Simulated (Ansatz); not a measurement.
Take AlSb in the zinc blende structure (space group F-43m, No. 216; a = 6.177 Å) as the base.

Structures relaxed with r2SCAN/PAW in Ansatz (a program for electronic structure), scalar-relativistic without spin-orbit coupling.

Base:

Simulated powder pattern, Cu Kα1, λ = 1.54056 Å (kinematic, ideal powder, no thermal factors, no anomalous dispersion; the 10 strongest lines at most, above 2 %, up to 2θ = 90°):

```tsv
2θ (°)	I/Imax (%)	hkl
24.95	100	(111)
28.88	29	(200)
41.30	55	(220)
48.86	47	(311)
51.18	7.9	(222)
59.84	9.1	(400)
65.85	19	(331)
67.79	10	(420)
75.31	18	(422)
80.77	14	(511)
```

After one change:

Simulated powder pattern, Cu Kα1, λ = 1.54056 Å (kinematic, ideal powder, no thermal factors, no anomalous dispersion; the 10 strongest lines at most, above 2 %, up to 2θ = 90°):

| 2θ (°) | I/Imax (%) |
|---|---|
| 26.01 | 100 |
| 30.13 | 29 |
| 43.13 | 54 |
| 51.06 | 46 |
| 53.51 | 7.7 |
| 62.64 | 8.8 |
| 69.00 | 18 |
| 71.06 | 9.8 |
| 79.08 | 18 |
| 84.94 | 14 |

### Question
Name the change that was made.
A. pressure 15 GPa
B. pressure 9 GPa
C. pressure 0.9 GPa
D. pressure 4.5 GPa

### Answer
B, pressure 9 GPa. Its volume per atom is 26.03 Å³ against 29.46 Å³, and its space group is F-43m (No. 216).

Load acts through the strain it causes; cell and atoms are relaxed under it. Whether these cells are dynamically stable was not tested. Measured, AlSb leaves this structure (for a Cmcm phase) near 8.1 GPa (temperature not stated; as listed in Datta, Sujoy, Jana, Debnarayan, arXiv (2020)), on rising pressure, with hysteresis.
